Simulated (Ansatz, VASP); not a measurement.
**BAs in VASP and in Ansatz**

```xyz
2
Lattice="0.0000 2.3919 2.3919 2.3919 0.0000 2.3919 2.3919 2.3919 0.0000" Properties=species:S:1:pos:R:3 pbc="T T T"
B     0.0000    0.0000    0.0000
As    1.1959    1.1959    1.1959
```

Alike in both runs: task single point; functional PBE-based screened hybrid; k mesh 4 × 4 × 4; no spin polarisation.

|  | VASP | Ansatz |
| --- | --- | --- |
| version | VASP 6.6.1 | Ansatz 0.2.0 |
| potentials or method | VASP PAW PBE potentials, release 64 (B, As) | plane waves |
| plane-wave cutoff (eV) | 520 | 420 |
| occupations | gaussian, width 0.01 eV | fixed |
| valence electrons in the cell | 8 | 18 |

|  | VASP | Ansatz | Ansatz less VASP |
| --- | --- | --- | --- |
| gap on the k mesh at the Fermi level (eV) | 2.30 | 2.23 | -0.067 |
| pressure (GPa) | -4.7 | -3.0 | +1.72 |

The two sets of potentials don't hold the same shells in valence. Ansatz warned: «stress_exchange_threshold_loose».

Caveats: the k mesh is coarse (spacing up to 0.57 Å⁻¹), so the values aren't converged; the PAW data sets were made with another functional, which shifts forces and pressure a little (VASP). A k mesh can miss the band edges.
